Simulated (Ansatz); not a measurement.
# Si2Mo: lattice vibrations and screening

The task, for Si2Mo: compute the phonons at Γ and, if it has a gap, its response to an electric field and read the electric field gradients at the nuclei.

Computed with Ansatz 0.2.0 (DFT PBE, scalar-relativistic, plane waves, PAW, unless a step's input says otherwise).

2 further runs of the same task are left out: 2 set aside as unsound or not needed.

### Step 1. Starting point

Symmetry: I4/mmm, No. 139, tetragonal system. The conventional cell has a = 3.217 Å, b = 3.217 Å, c = 7.878 Å, α = 90.00°, β = 90.00°, γ = 90.00°. Si (site symmetry 4mm) has 5 Si at 2.60 to 2.64 Å and 5 Mo at 2.62 to 2.64 Å as nearest neighbours. Around Mo (site symmetry 4/mmm) lie 10 Si at 2.62 to 2.64 Å.

Structure file:

```cif
data_structure
_symmetry_space_group_name_H-M 'I4/mmm'
_symmetry_Int_Tables_number 139
_cell_length_a 3.2166
_cell_length_b 3.2166
_cell_length_c 7.8779
_cell_angle_alpha 90.000
_cell_angle_beta 90.000
_cell_angle_gamma 90.000
_cell_volume 81.51
loop_
_atom_site_label
_atom_site_type_symbol
_atom_site_symmetry_multiplicity
_atom_site_Wyckoff_symbol
_atom_site_fract_x
_atom_site_fract_y
_atom_site_fract_z
_atom_site_occupancy
Si1 Si 4 e 0.00000 0.00000 0.33500 1
Mo1 Mo 2 a 0.00000 0.00000 0.00000 1
```

It is the result of an earlier relaxation at this level (volume 13.58 Å³/atom; gap on the mesh: none (metal)).

### Step 2. Phonons at the zone centre

input.yaml reads:

```yaml
crystal:
  lattice:
    - [-1.6083031777, 1.6083031777, 3.9389712936]
    - [1.6083031777, -1.6083031777, 3.9389712936]
    - [1.6083031777, 1.6083031777, -3.9389712936]
  atoms:
    - { symbol: Si, position: [0.3349964453, 0.3349964453, 0.0] }
    - { symbol: Si, position: [0.6650035547, 0.6650035547, 0.0] }
    - { symbol: Mo, position: [0.0, 0.0, 0.0] }
basis:
  ecutwfc: 420
kpoints:
  mp_grid: { grid: [18, 18, 18] }
hamiltonian:
  xc: pbe
scf:
  occupations: { method: fermi_dirac, width: 0.15 }
output:
  eigenvalues: true
phonons:
  method: dfpt
  eigenvectors: true
```

Launch:

```sh
$ ansatz run input.yaml --threads 1 --pin off --max-ram 2560MiB --backend cpu --events-out ev --progress --plain --runs-dir out
```

Standard output (excerpt; [...] marks lines left out):

```text
Warning: RAYON_NUM_THREADS=1 ignored (pool sized by the plan → 1); use --threads N
zone centre: on kpoints.mp_grid the ground state, and the responses unless they are solved on pairs of k-points, stand on 865 of the mesh's 5832 k-points, reduced under 4 symmetry operations, with k and −k counted as one. Each operation leaves every solved displacement unchanged or reverses it
[...]
Pseudopotentials: kind: paw
Pseudopotential: Si, paw, valence charge 4, recommended cutoff 420 eV (normal), Si.paw.azcp
Pseudopotential: Mo, paw, valence charge 14, recommended cutoff 420 eV (normal), Mo.paw.azcp
Functional definition: PBE
[...]
Crystal: 3 atoms, lattice volume = 40.755 Å³
Basis set: ecut = 420 eV, 793 PW (Γ), exchange–correlation on 64×64×64 points (8 copies of the dense FFT grid, shifted against one another)
Bands: 15, of which v1, the nominal top of the filled ones, is band 11 counted from 1 (10 counted from 0)
Symmetry: 16 space group operations
k-points: 865 of 5832 (irreducible under 4 space group operations, time reversal used)
[...]
SCF iter   1: F=—  HF=-6229.138270 eV  |F-HF|=—  |Δ(HF+E_count)|=         —  Δρ=4.45e-3  dr2=7.59e-3  ethr=1.77e-3  ⟨swp⟩=5.0  Hψ=72532  notcnv=0
[...]
SCF iter   8: F=-6229.137089 eV  HF=-6229.137089 eV  |F-HF|=1.82e-12  |Δ(HF+E_count)|=  7.28e-12  Δρ=9.08e-8  dr2=3.07e-12  ethr=1.00e-12  ⟨swp⟩=5.0  Hψ=51652  notcnv=0
[...]
SCF converged after 8 iterations
Free energy (F): -6229.137089 eV
[...]
E sigma→0 (E₀):  -6229.122315 eV
Entropy (-TS):   -0.029547 eV (-9.849 meV/atom)
Fermi energy:    15.731682 eV
[...]
--- Band table (eV; the first three rows and the last of 865) ---
  k-point 0: bands = ["-45.0042", "-19.1463", "-19.0731", "-19.0731", "2.4160", "9.4333", "12.3027", "12.7473", "13.1523", "13.1523", "16.0942", "18.8073", "18.9790", "19.2155", "19.2155"]
[...]
--- Phonons (Γ-DFPT): 4 representative perturbations + reference, on 865 of 5832 k-points (Σ response iterations 12) ---
  k mesh reduced under 4 symmetry operations, with k and −k counted as one. Each operation leaves every solved displacement unchanged or reverses it
  ASR residual: 3.564e-4 → 0.000e0 eV/Å²; symmetrization residual: 9.852e-7 eV/Å²
  ASR residual per site (eV/Å²): 2.84e-5 2.84e-5 3.56e-4
  Γ frequencies (cm⁻¹): 0.00 0.00 0.00 266.94 266.94 307.58 319.51 319.51 421.50
  non-analytic LO–TO correction: not included (Born effective charges unavailable; polar crystals: no LO–TO splitting at Γ)
```

Run time: 2 min. Hardware: 1 thread of AMD EPYC 9R45 (Zen 5), shared host; peak memory 1.8 GiB.

The optical modes at Γ, the three translations left out (i: imaginary):

```
cm⁻¹    THz  modes
 267   8.00      2
 308   9.22      1
 320   9.58      2
 422  12.64      1
```

Displacements in the lowest optical mode (267 cm⁻¹), eigenvector over the root of the mass, scaled so that the longest move is 1. It is one member of a degenerate level, so its direction within the level is arbitrary.

```csv
atom,x,y,z
Si1,-1.00,0.00,0.00
Si2,-1.00,0.00,0.00
Mo3,0.59,0.00,0.00
```

Displacements in the highest mode (422 cm⁻¹), eigenvector over the root of the mass, scaled so that the longest move is 1.

```
atom     x     y      z
 Si1  0.00  0.00   1.00
 Si2  0.00  0.00  -1.00
 Mo3  0.00  0.00   0.00
```

### Step 3. Electric field gradients at the nuclei

input.yaml, as its differences from that of step 2:

```diff
@@ -18,5 +18,11 @@
 output:
+  forces: true
+  stress: true
   eigenvalues: true
-phonons:
-  method: dfpt
-  eigenvectors: true
+  efg: {}
+checkpoint:
+  read: start.run
+  write: ck
+  compress: false
+  write_wavefunctions: false
+  write_every: 100000
```

Launch:

```sh
$ ansatz run input.yaml --threads 1 --pin off --max-ram 2560MiB --backend cpu --events-out ev --progress --plain --runs-dir out
```

Standard output (excerpt; [...] marks lines left out):

```text
Warning: RAYON_NUM_THREADS=1 ignored (pool sized by the plan → 1); use --threads N
Mo: output.efg is read without spin–orbit coupling, which moves field gradients at and beside such atoms by some per cent and up to a factor of two; PAW files take it under magnetization.noncollinear and magnetization.spin_orbit
[...]
[... 4 set-up lines as earlier in the session ...]
[...]
Crystal: 3 atoms, lattice volume = 40.755 Å³
Basis set: ecut = 420 eV, 793 PW (Γ), exchange–correlation on 64×64×64 points (8 copies of the dense FFT grid, shifted against one another)
Bands: 15, of which v1, the nominal top of the filled ones, is band 11 counted from 1 (10 counted from 0)
[... 1 set-up line as earlier in the session ...]
[...]
  atom   3  Mo     0.00000000    -0.00000000    -0.00000000
[...]
--- Stress (GPa, compression-positive) ---
        0.000065       0.000000       0.000000
        0.000000       0.000065      -0.000000
        0.000000       0.000000      -0.000361
  P = ⅓ Tr σ = -0.0001 GPa (-0.001 kbar)
--- PAW observables at the nuclei: V_zz in 10²¹ V/m², potentials from the cell's mean, atoms counted from 1 ---
  atom   1  Si V_zz =    -1.087965   η = 0.0000   by run symmetry: allowed
            electrostatic potential = -1367.868247 V   contact ρ = none
  atom   2  Si V_zz =    -1.087965   η = 0.0000   by run symmetry: allowed
            electrostatic potential = -1367.868247 V   contact ρ = none
  atom   3  Mo V_zz =    -6.013012   η = 0.0000   by run symmetry: allowed
            electrostatic potential = -6357.605364 V   contact ρ = none
--- Band table (eV; the first three rows and the last of 480) ---
  k-point 0: bands = ["-45.0042", "-19.1463", "-19.0731", "-19.0731", "2.4160", "9.4333", "12.3027", "12.7473", "13.1523", "13.1523", "16.0942", "18.8073", "18.9790", "19.2155", "19.2155"]
[...]
```

Wall time 6.4 s (1 thread of AMD EPYC 9R45 (Zen 5), shared host); peak memory 0.62 GiB.

One row a distinct site:

```
atom  V_zz (10²¹ V/m²)     η
 Si1             -1.09  0.00
 Mo3             -6.01  0.00
```

### Step 4. Results

| quantity | value |
| --- | --- |
| optical modes at Γ | 267 to 422 cm⁻¹ |
| largest V_zz, in size | 6.01 ×10²¹ V/m² at Mo |

No zone-centre mode is imaginary. That tests stability at Γ alone. The largest field gradient is at Mo3 (-6.01 ×10²¹ V/m²); where the nucleus has a quadrupole moment, the product sets the coupling seen in NMR or NQR. η is zero at all sites: each lies on an axis of threefold or higher symmetry, or has no gradient. Spin-orbit coupling is left out, which matters for gradients at heavy nuclei. In a metal such response values depend on mesh and smearing, which were not converged here.
